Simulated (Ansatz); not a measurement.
# ZrN: the cost of one run

Program: Ansatz 0.2.0. Level of theory: DFT PBEsol, scalar-relativistic, plane waves, PAW. These are calculated values, not measurements.

1 further run of the same task is left out (it didn't finish).

## Step 1: Starting point

It takes space group Fm-3m (No. 225, cubic). The conventional cell has a = 4.552 Å, b = 4.552 Å, c = 4.552 Å, α = 90.00°, β = 90.00°, γ = 90.00°. Around Zr (site symmetry m-3m) lie 6 N at 2.28 Å. Around N (site symmetry m-3m) lie 6 Zr at 2.28 Å.

Coordinates:

```cif
data_structure
_symmetry_space_group_name_H-M 'Fm-3m'
_symmetry_Int_Tables_number 225
_cell_length_a 4.5522
_cell_length_b 4.5522
_cell_length_c 4.5522
_cell_angle_alpha 90.000
_cell_angle_beta 90.000
_cell_angle_gamma 90.000
_cell_volume 94.33
loop_
_atom_site_label
_atom_site_type_symbol
_atom_site_symmetry_multiplicity
_atom_site_Wyckoff_symbol
_atom_site_fract_x
_atom_site_fract_y
_atom_site_fract_z
_atom_site_occupancy
Zr1 Zr 4 a 0.00000 0.00000 0.00000 1
N1 N 4 b 0.50000 0.00000 0.00000 1
```

It is the result of an earlier relaxation at this level (volume 11.79 Å³/atom; gap on the mesh: none (metal)).

## Step 2: Bulk reference on the slab's mesh

Contents of input.yaml:

```yaml
crystal:
  lattice:
    - [3.2188796041, 0.0, 0.0]
    - [0.0, 3.2188796041, 0.0]
    - [1.6094398021, 1.6094398021, 2.2760915959]
  atoms:
    - { symbol: Zr, position: [0.0, 0.0, 0.0] }
    - { symbol: "N", position: [0.5, 0.5, 0.0] }
basis:
  ecutwfc: 420
kpoints:
  mp_grid: { grid: [11, 11, 15] }
hamiltonian:
  xc: pbesol
scf:
  occupations: { method: gaussian, width: 0.1 }
output:
  forces: true
  stress: true
  eigenvalues: true
```

Started as:

```
ansatz run input.yaml --threads 1 --pin off --max-ram 2560MiB --backend cpu --events-out ev --progress --plain --runs-dir out
```

**Question.** How long does this run take on 1 thread of Intel Xeon Platinum 8375C at 2.90GHz (Ice Lake), shared host, and how much memory does it need?

About 7.1 s, with a peak of 0.48 GiB.
